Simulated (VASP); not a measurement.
An input for Quantum ESPRESSO's pw.x (written as the equivalent of a VASP run, and not itself run):

```
&CONTROL
  calculation = 'scf'
  pseudo_dir = './pseudo'
  outdir = './out'
  tprnfor = .true.
  tstress = .true.
/
&SYSTEM
  ibrav = 0
  nat = 14
  ntyp = 3
  ecutwfc = 84
  occupations = 'smearing'
  smearing = 'gaussian'
  degauss = 0.003675
  input_dft = 'pbe'
/
&ELECTRONS
  conv_thr = 7.3e-08
  electron_maxstep = 100
/
ATOMIC_SPECIES
  Mg 24.305 Mg.upf
  Al 26.982 Al.upf
  O 15.999 O.upf
CELL_PARAMETERS angstrom
     0.0000000    4.1298870    4.1298870
     4.1298870    0.0000000    4.1298870
     4.1298870    4.1298870    0.0000000
ATOMIC_POSITIONS crystal
  Mg   0.2500000  0.2500000  0.2500000
  Mg   0.0000000  0.0000000  0.0000000
  Al   0.1250000  0.6250000  0.6250000
  Al   0.6250000  0.6250000  0.1250000
  Al   0.6250000  0.1250000  0.6250000
  Al   0.6250000  0.6250000  0.6250000
  O    0.8612800  0.8612800  0.8612800
  O    0.8338400  0.3887200  0.3887200
  O    0.8612800  0.8612800  0.4161600
  O    0.3887200  0.8338400  0.3887200
  O    0.4161600  0.8612800  0.8612800
  O    0.3887200  0.3887200  0.3887200
  O    0.8612800  0.4161600  0.8612800
  O    0.3887200  0.3887200  0.8338400
K_POINTS automatic
  4 4 4 0 0 0
```

Task: Translate this input to VASP (INCAR, KPOINTS, POSCAR, choice of POTCAR).

Result: Several could match; the one computed here: 
INCAR:
```
! general
SYSTEM = MgAl2O4
PREC   = Accurate
ENCUT  = 200   ! plane-wave cut-off (eV)
LREAL  = Auto
LASPH  = .TRUE.

! electronic loop
EDIFF  = 1E-6
NELM   = 100
ALGO   = Normal

! smearing
ISMEAR = 0   ! Gaussian
SIGMA  = 0.05

! functional
GGA    = PE   ! PBE

! ions
ISIF   = 2

! output
LWAVE  = .FALSE.
LCHARG = .FALSE.
```

KPOINTS:
```
Automatic
0
G
4 4 4
```

**POSCAR**
```
MgAl2O4
5.8405420
  0.0000000000   0.7071068062   0.7071068062
  0.7071068062   0.0000000000   0.7071068062
  0.7071068062   0.7071068062   0.0000000000
Mg Al O
2 4 8
Cartesian
  0.3535534031   0.3535534031   0.3535534031
  0.0000000000   0.0000000000   0.0000000000
  0.8838835077   0.5303301046   0.5303301046
  0.5303301046   0.5303301046   0.8838835077
  0.5303301046   0.8838835077   0.5303301046
  0.8838835077   0.8838835077   0.8838835077
  1.2180339001   1.2180339001   1.2180339001
  0.5497331154   0.8644804970   0.8644804970
  0.9032865185   0.9032865185   1.2180339001
  0.8644804970   0.5497331154   0.8644804970
  1.2180339001   0.9032865185   0.9032865185
  0.5497331154   0.5497331154   0.5497331154
  0.9032865185   1.2180339001   0.9032865185
  0.8644804970   0.8644804970   0.5497331154
```

POTCAR, in this order: Mg Al O (PBE.64 set). Program: vasp_std.

Limits of the translation: the potentials are each code's own (VASP's PAW set, PseudoDojo norm-conserving files in pw.x), so ENCUT and ecutwfc are chosen apart and not converted; conv_thr bounds pw.x's estimated SCF error, while EDIFF bounds the energy change between steps.

The structure comes from a computed database's MgAl2O4 entry; how it stands against other phases isn't given here. The cell was not relaxed at this level. The run is one of a series of settings (ENCUT = 200 against the base run), some of them coarse on purpose.
